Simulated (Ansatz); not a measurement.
# ScAl: the cost of one run

Computed with Ansatz 0.2.0 (DFT r2SCAN, scalar-relativistic, plane waves, PAW, unless a step's input says otherwise).

1 further run of the same task is left out (set aside as unsound or not needed). Runs told in other sessions of the task aren't counted.

**1. The system as given**

It takes space group Pm-3m (No. 221, cubic). Conventional cell: a = 3.369 Å, b = 3.369 Å, c = 3.369 Å, α = 90.00°, β = 90.00°, γ = 90.00°. Around Sc (site symmetry m-3m) lie 8 Al at 2.92 Å. Al (site symmetry m-3m) is surrounded by 8 Sc at 2.92 Å.

Structure file:

```
CELL_PARAMETERS angstrom
3.36910 0.00000 0.00000
0.00000 3.36910 0.00000
0.00000 0.00000 3.36910
ATOMIC_POSITIONS crystal
Sc 0.50000 0.50000 0.50000
Al 0.00000 0.00000 0.00000
```

It goes back to an entry of the Materials Project, which need not be the stable form.

This cell was relaxed beforehand with the same method: volume 19.12 Å³/atom, gap on the mesh none (metal).

**2. The undisturbed cell**

input.yaml

```yaml
crystal:
  lattice:
    - [3.3690951251, 0.0, 0.0]
    - [0.0, 3.3690951251, 0.0]
    - [0.0, 0.0, 3.3690951251]
  atoms:
    - { symbol: Sc, position: [0.5, 0.5, 0.5] }
    - { symbol: Al, position: [0.0, 0.0, 0.0] }
basis:
  ecutwfc: 500
kpoints:
  mp_grid: { grid: [20, 20, 20] }
hamiltonian:
  xc: r2scan
scf:
  occupations: { method: gaussian, width: 0.15 }
output:
  forces: true
  stress: true
  eigenvalues: true
  write_density: true
  write_potential: true
  elf: true
  volumetric_format: npy
```

On the command line:

```sh
ansatz run input.yaml --threads 1 --pin off --max-ram 2560MiB --backend cpu --events-out ev --progress --plain --runs-dir out
```

What time and memory should one allow on 1 thread of AMD EPYC 9R45 (Zen 5), shared host?

About 6 s, with a peak of 0.54 GiB.
